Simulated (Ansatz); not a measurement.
Clean, relaxed (111) surface of Ge, space group Fd-3m (No. 227) (top face towards +c; held atoms: 1, 2, 3, 4, 5, 6, 7, 8):

```yaml
crystal:
  lattice:
    - [8.06015, 0.00000, 0.00000]
    - [-4.03007, 6.98029, 0.00000]
    - [0.00000, 0.00000, 20.11318]
  atoms:
    - { symbol: Ge, position: [0.66667, 0.33333, 0.39775] }
    - { symbol: Ge, position: [0.66667, 0.83333, 0.39775] }
    - { symbol: Ge, position: [0.16667, 0.33333, 0.39775] }
    - { symbol: Ge, position: [0.16667, 0.83333, 0.39775] }
    - { symbol: Ge, position: [0.50000, 0.50000, 0.43865] }
    - { symbol: Ge, position: [0.50000, 0.00000, 0.43865] }
    - { symbol: Ge, position: [0.00000, 0.50000, 0.43865] }
    - { symbol: Ge, position: [0.00000, 0.00000, 0.43865] }
    - { symbol: Ge, position: [0.00000, 0.50000, 0.56752] }
    - { symbol: Ge, position: [0.00000, 0.00000, 0.56752] }
    - { symbol: Ge, position: [0.50000, 0.50000, 0.56752] }
    - { symbol: Ge, position: [0.50000, 0.00000, 0.56752] }
    - { symbol: Ge, position: [0.83333, 0.66667, 0.60625] }
    - { symbol: Ge, position: [0.83333, 0.16667, 0.60625] }
    - { symbol: Ge, position: [0.33333, 0.66667, 0.60625] }
    - { symbol: Ge, position: [0.33333, 0.16667, 0.60625] }
```

These are results of DFT PBE+D3(BJ), scalar-relativistic, plane waves, PAW (Ansatz 0.2.0), not measurements. Plane waves to 420 eV, a k mesh through Γ of 3×3×1 on the computed 18-atom cell and Gaussian smearing (0.10 eV); no spin polarisation. A dipole correction removes the field between periodic images along c.

N2 is put on the top face, one molecule per 56.3 Å², and relaxed from 3 starts; the cell is lengthened along c to keep the vacuum. E_ads is per molecule, from the clean relaxed slab and the free relaxed molecule; negative means bound; no zero-point or thermal terms, forces under 0.04 eV/Å, and the free molecule is spin-polarised where open-shell. Heights count from the highest slab atom. Δp counts per cell along +c.

```
                                              start E_ads (eV) molecule lowest atom's height (Å) shortest contact  Δφ top (eV)  Δp (e·Å)
       flat, lowest atom N over a bridge Ge-Ge site       -0.11     whole                      3.06       N–Ge 3.67 Å         0.00    +0.002
random tilt, lowest atom N over a bridge Ge-Ge site       -0.10     whole                      2.85       N–Ge 3.57 Å        +0.03    -0.009
    upright, lowest atom N over a bridge Ge-Ge site       -0.11     whole                      2.73       N–Ge 3.56 Å        +0.05    -0.015
```

Each end is the local minimum that its start leads to.